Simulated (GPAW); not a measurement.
# Fe (Fmmm) in GPAW: equation of state with r2SCAN

Aim: the equation of state of Fe with r2SCAN.

Everything below comes from runs of GPAW 26.7.0. Logs are shortened: lines on timing, memory, paths and dates and some standing lists are left out, and cuts for length are marked. The log counts tension as positive stress, the text compression.

## 1. Starting point

Symmetry: Fmmm, No. 69, orthorhombic system. The conventional cell has a = 2.997 Å, b = 3.883 Å, c = 3.930 Å, α = 90.00°, β = 90.00°, γ = 90.00°. Around Fe (site symmetry mmm) lie 12 Fe at 2.45 to 2.76 Å.

## 2. Equation of state, r2SCAN, collinear spin, ferromagnetic start

Input file run.py:

```python
from ase import Atoms
from ase.eos import EquationOfState
from ase.io import Trajectory
from ase.units import GPa
from ase.parallel import parprint
from gpaw import GPAW, PW

atoms = Atoms(['Fe'],
              cell=[[0.0, 1.9417396906, 1.9651051623],
                    [1.4984397099, 0.0, 1.9651051623],
                    [1.4984397099, 1.9417396906, 0.0]],
              scaled_positions=[[0.0, 0.0, 0.0]],
              pbc=True)
atoms.set_initial_magnetic_moments([3.0])

traj = Trajectory('eos.traj', 'w')
volumes, energies = [], []
for x in [0.94, 0.96, 0.98, 1.0, 1.02, 1.04, 1.06]:
    a = atoms.copy()
    a.set_cell(atoms.cell * x**(1 / 3), scale_atoms=True)
    calc = GPAW(mode=PW(600),
                xc='MGGA_X_R2SCAN+MGGA_C_R2SCAN',
                kpts={'size': (10, 10, 10), 'gamma': True},
                occupations={'name': 'fermi-dirac', 'width': 0.05},
                nbands=12,
                convergence={'density': 1e-05, 'energy': 1e-05},
                maxiter=150,
                txt=f'eos-{x:.2f}.txt')
    a.calc = calc
    energies.append(a.get_potential_energy(force_consistent=True))
    volumes.append(a.get_volume())
    p = -a.get_stress()[:3].mean() / GPa
    calc.write(f'eos-{x:.2f}.gpw')
    traj.write(a)
    parprint(f'{x:.2f} {volumes[-1]:10.4f} A^3 {energies[-1]:14.6f} eV {p:9.3f} GPa', flush=True)

v0, e0, B = EquationOfState(volumes, energies, eos='birchmurnaghan').fit()
parprint(f'V0 = {v0:.4f} A^3, E0 = {e0:.6f} eV, B0 = {B / GPa:.2f} GPa')
```

Potentials or basis: GPAW PAW data sets (gpaw-data 1.2.1), pw.

Started as:

```sh
> OMP_NUM_THREADS=1 mpirun -n 4 gpaw python run.py
```

The log of the run:

```text
__  _  _
 | _ |_)|_||  |
 |__||  | ||/\| - 26.7.0

Input parameters:
  mode=PW(ecut=600.0),
  convergence={'density': 1e-05, 'energy': 1e-05},
  kpts=MonkhorstPack(size=(10, 10, 10), gamma=True),
  maxiter=150,
  nbands=12,
  occupations=Occupations(name='fermi-dirac', width=0.05),
  xc=XC(name='MGGA_X_R2SCAN+MGGA_C_R2SCAN')

Diagonalizing LCAO Hamiltonian
Converting LCAO to pw mode

       Fe

Atoms  # Å, Bohr magnetons
|   | symbol |        x |        y |        z |    initial magnetic moments |
|---|--------|----------|----------|----------|-----------------------------|
| 0 |     Fe | 0.000000 | 0.000000 | 0.000000 | ( 0.0000,  0.0000,  3.0000) |

Unit cell  # Å
| periodic |        x |        y |        z |  lengths |    angles |
|----------|----------|----------|----------|----------|-----------|
|      yes | 0.000000 | 1.902101 | 1.924990 | 2.706210 | 68.256930 |
|      yes | 1.467851 | 0.000000 | 1.924990 | 2.420779 | 56.189817 |
|      yes | 1.467851 | 1.902101 | 0.000000 | 2.402618 | 55.553253 |

Number of symmetries: 8
Symmetry operations  # r_c * U_cc + t_c -> r_c
|   | kind |            matrix            |
|---|------|------------------------------|
| 0 |  σ   |  1, 0, 0,  1, 0,-1,  1,-1, 0 |
| 1 |  E   |  1, 0, 0,  0, 1, 0,  0, 0, 1 |
| 2 |  C2  |  0, 1,-1,  1, 0,-1,  0, 0,-1 |
| 3 |  σ   |  0, 1,-1,  0, 1, 0, -1, 1, 0 |
| 4 |  C2  |  0,-1, 1,  0,-1, 0,  1,-1, 0 |
| 5 |  σ   |  0,-1, 1, -1, 0, 1,  0, 0, 1 |
| 6 |  i   | -1, 0, 0,  0,-1, 0,  0, 0,-1 |
| 7 |  C2  | -1, 0, 0, -1, 0, 1, -1, 1, 0 |

BZ-sampling:
  Number of BZ points: 1000
  Number of IBZ points: 171

  Monkhorst-Pack size: [10, 10, 10]
  Monkhorst-Pack shift: [0.05, 0.05, 0.05]

K-points  # in reciprocal-cell coordinates
|     |                                coordinates |     weight |
|-----|--------------------------------------------|------------|
|   0 | (  0.00000000,   0.00000000,   0.00000000) | 0.00100000 |
|   1 | (  0.00000000,   0.10000000,   0.10000000) | 0.00200000 |
|   2 | (  0.00000000,   0.20000000,   0.20000000) | 0.00200000 |
|   3 | (  0.00000000,   0.30000000,   0.30000000) | 0.00200000 |
|   4 | (  0.00000000,   0.40000000,   0.40000000) | 0.00200000 |
|   5 | (  0.00000000,   0.50000000,   0.50000000) | 0.00100000 |
|   6 | (  0.10000000,  -0.40000000,   0.50000000) | 0.00200000 |
|   7 | (  0.10000000,   0.00000000,   0.10000000) | 0.00200000 |
|   8 | (  0.10000000,   0.10000000,   0.00000000) | 0.00200000 |
|   9 | (  0.10000000,   0.10000000,   0.10000000) | 0.00800000 |
| ... |                                            |            |
| 170 | (  0.50000000,   0.50000000,   0.50000000) | 0.00400000 |

Plane wave coefficients: 373
Cutoff: 600.0 eV

Spin-components: 2 (collinear spins)
Bands:           12
Projectors:      6
Spin-degeneracy: 1
Datatype:        complex128

Parallelization:
  kpt:    4
  domain: 1
  band:   1

Density:
  Valence electrons: 8.0
  Components: 2
  Grid points: [16 16 16]
  Charge: 0.0  # |e|

Potential:
  Grid points: [16 16 16]

species:
  Fe:
    name:    Iron
    Z:       26.0
    valence: 8
    core:    18
    charge:  0.0  # [|e|]
    compensation charges:
      type: gauss
      rc: 0.33  # [Å]
      lmax: 2
    cutoffs:
      filter: 2.06  # [Å]
      core: 2.67  # [Å]
    projectors
    | kind |    occ | energy [eV] | rcut [Å] |
    |------|--------|-------------|----------|
    |   4s |  2.000 |      -5.291 |    1.164 |
    |   4p |  0.000 |      -1.326 |    1.058 |
    |   3d |  6.000 |      -7.505 |    1.058 |
    |    s |        |      21.920 |    1.164 |
    |    p |        |      25.885 |    1.058 |
    |    d |        |      19.706 |    1.058 |

    Using partial waves for Fe as LCAO basis

Reference energy: -34619.454600  # eV

eigensolver:
  PPCG
  Converge bands: occupied
  niter=2

density mixing:
  MSR1-Mixer
  Pratt-step length: 0.05
  Maximum mixing coefficient: 0.75
  Old densities: 10
  SVD Regularization: 0.005
  Good broyden scale: 1.0
  Trust region scale: 1.0
  Backstep threshold: 4.0
  History deletion threshold: 6.0
  Fourier metric: weight=20.0, sigma=0.015

occupation numbers:
  Fermi-Dirac:
    width: 0.0500  # eV

poisson solver:
  ecut: 4800.0  # eV

xc functional:
  name: MGGA_X_R2SCAN+MGGA_C_R2SCAN with 2 nearest neighbor stencil

convergence criteria:
- Maximum integral of absolute [dens]ity change: 1e-05 electrons / valence electron
- Maximum [total energy] change in last 3 cyles: 1e-05 eV / valence electron
- Maximum integral of absolute [eigenst]ate change: 4e-08 eV^2 / valence electron
maximum number of iterations: 150

SCF iterations
|iter     | |      energy | eigst |  dens |  magmom |
|---------|-|-------------|-------|-------|---------|
|iter:   1| |  -13.459087 | +0.12 |       |  +3.0053|
|iter:   2| |  -14.032268 | -0.93 | -1.07 |  +2.9892|
|iter:   3| |  -14.099645 | -2.32 | -1.09 |  +2.9253|
|iter:   4| |  -14.214661 | -2.31 | -1.18 |  +2.8127|
|iter:   5| |  -14.297207 | -2.41 | -1.32 |  +2.6987|
|iter:   6| |  -14.338292 | -2.26 | -1.45 |  +2.5807|
|iter:   7| |  -14.344153 | -3.42 | -1.89 |  +2.5129|
|iter:   8| |  -14.343733 | -4.22 | -2.45 |  +2.5070|
|iter:   9| |  -14.343803 | -4.86 | -2.71 |  +2.4969|
|iter:  10| |  -14.343820 | -5.51 | -3.20 |  +2.5021|
|iter:  11| |  -14.343860c| -5.47 | -3.11 |  +2.5009|
|iter:  12| |  -14.343880c| -6.38 | -3.42 |  +2.5054|
|iter:  13| |  -14.343879c| -6.94 | -4.09 |  +2.5055|
|iter:  14| |  -14.343878c| -7.72c| -4.45 |  +2.5056|
|iter:  15| |  -14.343877c| -7.89c| -4.80 |  +2.5055|
|iter:  16| |  -14.343877c| -8.50c| -5.33c|  +2.5055|

Converged in 16 steps
Energy contributions relative to reference atoms: (reference = -34619.454600)

Energy contributions:
  Kinetic:          17.216432
  Coulomb:         -14.042293
  Zero:              0.041199
  External:          0.000000
  Xc:              -17.555926
  Entropy:          -0.006579
  Spinorbit:         0.000000
  ----------------------------
  Free energy:     -14.347167
  Extrapolated:    -14.343877

dipole moment: (-7.169702, -9.290795, -9.402593)  # |e|*Ang

Total magnetic moment: (0.000000, 0.000000, 2.505518)

Local magnetic moments
|        x |        y |        z |
|----------|----------|----------|
| 0.000000 | 0.000000 | 2.630566 |  # Fe   0

Fermi level: 10.802
Eigenvalues  # (at kpt = [0.000, 0.000, 0.000])
| band index |      eig [eV] | occ [0-1] |      eig [eV] | occ [0-1] |
|------------|---------------|-----------|---------------|-----------|
|          0 |         1.797 |     1.000 |         1.109 |     1.000 |
|          1 |         7.686 |     1.000 |        10.700 |     0.885 |
|          2 |         7.740 |     1.000 |        10.914 |     0.095 |
|          3 |         8.085 |     1.000 |        11.558 |     0.000 |
|          4 |         8.922 |     1.000 |        13.054 |     0.000 |
|          5 |         9.354 |     1.000 |        13.888 |     0.000 |
|          6 |        35.967 |     0.000 |        35.625 |     0.000 |
|          7 |        35.985 |     0.000 |        37.455 |     0.000 |
|          8 |        35.992 |     0.000 |        37.636 |     0.000 |
|          9 |        36.231 |     0.000 |        37.700 |     0.000 |
|         10 |        37.795 |     0.000 |        37.897 |     0.000 |
|         11 |        38.101 |     0.000 |        38.072 |     0.000 |

No gap
No difference between direct/indirect transitions

Stress tensor  # eV/Ang^3
|         x |         y |         z |
|-----------|-----------|-----------|
| -0.098518 | -0.000000 |  0.000000 |
| -0.000000 | -0.146200 |  0.000000 |
|  0.000000 |  0.000000 | -0.143881 |

# Writing to eos-0.94.gpw (mode='')
```

It took 3.4 min on 4 MPI ranks of Arm Neoverse V2, shared host; peak memory 0.56 GiB.

What came out:

- Equilibrium volume: 12.01 Å³/atom (rough: see the caveat)
- Bulk modulus at fixed shape and positions: 178 GPa (rough)

Energy against volume, from the lowest point:
```csv
volume (Å³/atom),energy (meV/atom)
10.749,79.82
10.978,52.54
11.207,30.85
11.435,15.22
11.664,5.12
11.893,0.03
12.121,0.00
```

Caveat: the fit is doubtful: noisy points or a state that changes with volume; the points scatter about the fit; the cell was scaled at fixed shape and fractional positions, which overstates the stiffness of a crystal with free parameters, most of all of layers and chains; the PAW data sets were made with another functional, which shifts forces and pressure a little.
